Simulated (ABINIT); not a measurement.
Runs of ABINIT 10.8.3 (patched build) on Hf. Symmetry: P6_3/mmc, No. 194, hexagonal system. Conventional cell: a = 3.197 Å, b = 3.197 Å, c = 5.058 Å, α = 90.00°, β = 90.00°, γ = 120.00°. Hf (site symmetry -6m2) has 12 Hf at 3.13 to 3.20 Å as nearest neighbours. 

```tsv
task	level	potentials or basis	k mesh	cutoff (eV)	fine-grid cutoff	mesh quality	gap on the mesh (eV)	V0 of scaled cells (Å³/atom)	B0 (GPa)
band structure	LDA	PseudoDojo NC SR LDA v0.4.1 standard	10 × 10 × 5	789	-	not flagged	none	-	-
equation of state	WC	JTH PAW PBE v2.0	10 × 10 × 5	517	1034.03 eV	not flagged	-	(a)	115
equation of state	PBE	JTH PAW PBE v2.0	10 × 10 × 5	517	1034.03 eV	not flagged	-	22.49	107
band structure	BLYP	JTH PAW PBE v2.0	10 × 10 × 5	463	925.187 eV	not flagged	none	-	-
band structure	PBE	JTH PAW PBE v2.0	10 × 10 × 5	463	925.187 eV	not flagged	none	-	-
single point	PBEsol	JTH PAW PBE v2.0	4 × 4 × 2	463	925.187 eV	coarse	none	-	-
band structure	WC	JTH PAW PBE v2.0	10 × 10 × 5	463	925.187 eV	not flagged	none	-	-
band structure	PBEsol	JTH PAW PBE v2.0	10 × 10 × 5	463	925.187 eV	not flagged	none	-	-
```

Alike in all rows: no spin polarisation; cell as given; smearing fermi-dirac 0.05 eV.

Problem. Fill in the values left out.

Solution. (a) 21.64.

Caveats: some runs use coarse meshes; the PAW data sets were made with another functional, which shifts forces and pressure a little (some runs); pressures at fixed basis lie under the slope of the energies (some runs); the cell was scaled at fixed shape and fractional positions, which overstates the stiffness of a crystal with free parameters, most of all of layers and chains (some runs).

A k mesh can miss the band edges, and the runs leave out spin-orbit coupling on Hf.

A gap of «none» marks a metal or a gap under the smearing width.

Not every run made on this cell is shown here.
